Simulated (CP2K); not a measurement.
Runs of CP2K 2026.2 on P. Symmetry: P2/m, No. 10, monoclinic system. The conventional cell has a = 2.425 Å, b = 2.439 Å, c = 4.852 Å, α = 90.00°, β = 90.24°, γ = 90.00°. P (site symmetry m) has 6 P at 2.42 to 2.44 Å as nearest neighbours. This isn't the form of P at room conditions, which is orthorhombic.

| task | level | potentials or basis | cell | smearing | k points reduced by the point group | NGRIDS | potentials | EXTRAPOLATION | D3 from the s-dftd3 library (D3_REFERENCE_CODE) | gap on the mesh (eV) | pressure (GPa) | largest force (eV/Å) |
| --- | --- | --- | --- | --- | --- | --- | --- | --- | --- | --- | --- | --- |
| single point | PBE | POTENTIAL_UZH P GTH-PBE-q5; TZVP-MOLOPT-PBE-GTH basis | as given | gaussian 0.1 eV | yes | 4 | P GTH-PBE-q5 of POTENTIAL_UZH | - | - | none | (a) | 0.01 |
| single point | RPBE | POTENTIAL_UZH P GTH-PBE-q5; TZVP-MOLOPT-PBE-GTH basis | as given | gaussian 0.02 eV | yes | 5 | P GTH-PBE-q5 of POTENTIAL_UZH | - | - | none | 3.1 | 0.03 |
| relaxation of cell and atoms | RPBE+D3(BJ) | POTENTIAL_UZH P GTH-PBE-q5; TZVP-MOLOPT-PBE-GTH basis | relaxed | gaussian 0.05 eV | - | 4 | P GTH-PBE-q5 of POTENTIAL_UZH | USE_PREV_P | yes | none | 0.0 | - |
| single point | LDA | GTH_POTENTIALS P GTH-PADE-q5; TZVP-MOLOPT-PBE-GTH basis | as given | gaussian 0.05 eV | yes | 5 | P GTH-PADE-q5 of GTH_POTENTIALS | - | - | none | -2.6 | 0.01 |

Alike in all rows: no spin polarisation; k mesh 11 × 11 × 6.

Task: Fill in the values left out.

Result: (a) 2.5.

Caveats: the basis of atomic orbitals isn't converged, which shifts pressures, moduli and gaps; the potentials were made for another functional, which shifts forces and pressure (some runs); the printed path begins after the first move (some runs); pairwise dispersion overbinds metals, which lowers pressure and volume (some runs).

A gap of «none» marks a metal or a gap under the smearing width.
